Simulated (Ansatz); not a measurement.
The system is TaS2.

```
Ta S
1.0
     3.35000    0.00000    0.00000
    -1.67500    2.90119    0.00000
     0.00000    0.00000    5.86000
Ta S
1 2
Direct
  0.00000 0.00000 0.00000
  0.66667 0.33333 0.75000
  0.33333 0.66667 0.25000
```

- Program: Ansatz 0.2.0
- Task: relaxation of cell and atoms
- Functional: RPBE
- Dispersion: D4
- Potentials or basis: Ansatz PAW
- Cutoff: 420 eV (not typed: the program's choice for these potentials)
- k mesh: 9 × 9 × 5
- Occupations: fermi-dirac, width 0.05 eV
- Spin: no spin polarisation

At the start: volume 18.98 Å³/atom.

Problem. How do energy, volume and symmetry change on relaxing?

Solution. It ends after 6 steps and the volume is 18.30 Å³/atom (-3.6 %); space group P-3m1 (No. 164, to 0.05 Å).

The path:
| step | energy change (eV) | largest force (eV/Å) | volume (Å³) |
| --- | --- | --- | --- |
| 1 | 0.0000 | 1.3065 | 56.95 |
| 2 | -0.0464 | 0.8642 | 53.23 |
| 3 | -0.1084 | 0.0472 | 55.33 |
| 4 | -0.1099 | 0.0088 | 54.95 |
| 5 | -0.1099 | 0.0002 | 54.91 |
| 6 | -0.1096 | 0.0004 | 54.91 |

Final structure:
```yaml
crystal:
  lattice:
    - [3.32310, 0.00000, 0.00000]
    - [-1.66155, 2.87789, 0.00000]
    - [0.00000, 0.00000, 5.74170]
  atoms:
    - { symbol: Ta, position: [0.00000, 0.00000, 0.00000] }
    - { symbol: S, position: [0.66667, 0.33333, 0.73011] }
    - { symbol: S, position: [0.33333, 0.66667, 0.26989] }
```

Caveat: the plane-wave basis is chosen anew once the cell has moved, so the energies of steps on either side of that aren't comparable; the PAW data sets come from PBE, with cores solved anew for the run's functional, which leaves a small shift of forces and pressure.
